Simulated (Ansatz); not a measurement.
# BN (BN (110), 3 layers): how the settings move a relaxation

Question: which choices in the input matter for BN (BN (110), 3 layers)?

Method: reference: DFT, PBE, PAW with Ansatz's default frozen-core files, scalar-relativistic, in Ansatz 0.2.0.

### Step 1. The starting structure

Symmetry: Pmm2, No. 25, orthorhombic system. Conventional cell: a = 2.563 Å, b = 18.563 Å, c = 3.625 Å, α = 90.00°, β = 90.00°, γ = 90.00°. Around B (site symmetry m) lie 3 N at 1.57 Å. N (site symmetry m) has 3 B at 1.57 Å as nearest neighbours. B (site symmetry mm2) has 4 N at 1.57 Å as nearest neighbours. Around N (site symmetry mm2) lie 4 B at 1.57 Å.

Structure file:

```cif
data_structure
_symmetry_space_group_name_H-M 'Pmm2'
_symmetry_Int_Tables_number 25
_cell_length_a 2.5631
_cell_length_b 18.5631
_cell_length_c 3.6247
_cell_angle_alpha 90.000
_cell_angle_beta 90.000
_cell_angle_gamma 90.000
_cell_volume 172.46
loop_
_atom_site_label
_atom_site_type_symbol
_atom_site_symmetry_multiplicity
_atom_site_Wyckoff_symbol
_atom_site_fract_x
_atom_site_fract_y
_atom_site_fract_z
_atom_site_occupancy
B1 B 2 g 0.00000 0.43096 0.87500 1
N1 N 2 h 0.50000 0.43096 0.12500 1
B2 B 1 d 0.50000 0.50000 0.37500 1
N2 N 1 b 0.00000 0.50000 0.62500 1
```

### Step 2. Reference

input.yaml

```yaml
crystal:
  lattice:
    - [2.5630581741, 0.0, 0.0]
    - [0.0, 3.624711631, 0.0]
    - [0.0, 0.0, 18.5631]
  atoms:
    - { symbol: B, position: [0.25, 0.125, 0.4309636275] }
    - { symbol: "N", position: [0.75, 0.875, 0.4309636275] }
    - { symbol: B, position: [0.75, 0.625, 0.5] }
    - { symbol: "N", position: [0.25, 0.375, 0.5] }
    - { symbol: B, position: [0.25, 0.125, 0.5690363725] }
    - { symbol: "N", position: [0.75, 0.875, 0.5690363725] }
kpoints:
  mp_grid: { grid: [12, 8, 1] }
scf:
  occupations: { method: fermi_dirac, width: 0.02 }
hamiltonian:
  xc: pbe
  pseudopotentials: { kind: paw }
output:
  forces: true
  stress: true
  eigenvalues: true
  write_density: true
  write_potential: true
  elf: true
  volumetric_format: npy
relax:
  f_tol: 0.01
  max_steps: 40
efield:
  axis: 3
  amplitude: 0
  dipole_correction: true
```

The run is started by

```bash
$ ansatz run input.yaml --threads 2 --pin off --max-ram 4096MiB --backend cpu --events-out ev --progress --plain --runs-dir out
```

### Step 3. Variant: xc_grid 1

input.yaml, as its differences from that of step 2:

```diff
@@ -34 +34,3 @@
   dipole_correction: true
+basis:
+  xc_grid: 1
```

What does the calculation give? Wanted: for each run, ending; energy change; gap; force.

As calculated:

```
         run     ending  energy change  gap (eV)  force (eV/Å)  cycles  time
   reference  converged              0      0.48          0.00      35  17 s
1: xc_grid 1  converged   0.0 meV/atom      0.48          0.00      35  17 s
```

Changing the numerical grids hardly moves the energy: 0.0 meV/atom.
